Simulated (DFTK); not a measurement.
**Pt: equation of state with PBE**

Pt:

```
Pt
1.0
     2.77313    0.00000    0.00000
     1.38657    2.40160    0.00000
     1.38657    0.80053    2.26425
Pt
1
Direct
  0.00000 0.00000 0.00000
```

| Item | Value |
| --- | --- |
| Program | DFTK 0.8.2 |
| Task | equation of state |
| Functional | PBE |
| Potentials or basis | SPMS 1.0 (PBE) |
| Cutoff | 816 eV |
| k mesh | 10 × 10 × 10 |
| Occupations | fermi-dirac, width 0.05 eV |
| Spin | no spin polarisation |

```json
{
 "Equilibrium volume": "15.63 Å³/atom",
 "Bulk modulus": "250 GPa",
 "Pressure derivative of the bulk modulus": "5.4"
}
```

Energy against volume, from the lowest point:
```csv
volume (Å³/atom),energy (meV/atom)
14.175,129.43
14.477,77.64
14.778,40.38
15.080,15.99
15.381,2.97
15.683,0.00
15.985,5.91
```

Run time: 7.2 min on 1 thread of Intel(R) Xeon(R) Platinum 8375C CPU @ 2.90GHz (Ice Lake), with other jobs on the host, peak memory 1.5 GiB.

Spin-orbit coupling is left out, which matters for the levels of Pt. PBE usually gives volumes a little too large and moduli too small.
